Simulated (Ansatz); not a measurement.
Input and command of a plane-wave DFT calculation in Ansatz:

```yaml
crystal:
  lattice:
    - [0.0, 1.8048137551, 1.9491988555]
    - [1.8048137551, 0.0, 1.9491988555]
    - [1.8048137551, 1.8048137551, 0.0]
  atoms:
    - { symbol: B, position: [0.0, 0.0, 0.0] }
    - { symbol: "N", position: [0.75, 0.75, 0.75] }
basis:
  ecutwfc: 500
kpoints:
  mp_grid: { grid: [12, 12, 12] }
hamiltonian:
  xc: r2scan
scf:
  occupations: { method: gaussian, width: 0.05 }
output:
  forces: true
  stress: true
  eigenvalues: true
```

```bash
ansatz run input.yaml --threads 2 --pin off --max-ram 5120MiB --backend cpu --events-out ev --progress --plain --runs-dir out
```

Processor: Oxide Virtual Turin-like Processor (Zen 5), 2 threads, on a host shared with other jobs.

Q: How long does it run, and how much memory does it take?

A: About 2 s on 2 threads of Oxide Virtual Turin-like Processor (Zen 5), on a shared host, peak memory 0.35 GiB. It solves 8 bands at 163 k points (the mesh reduced by symmetry) with about 315 plane waves, in 6 SCF iterations.
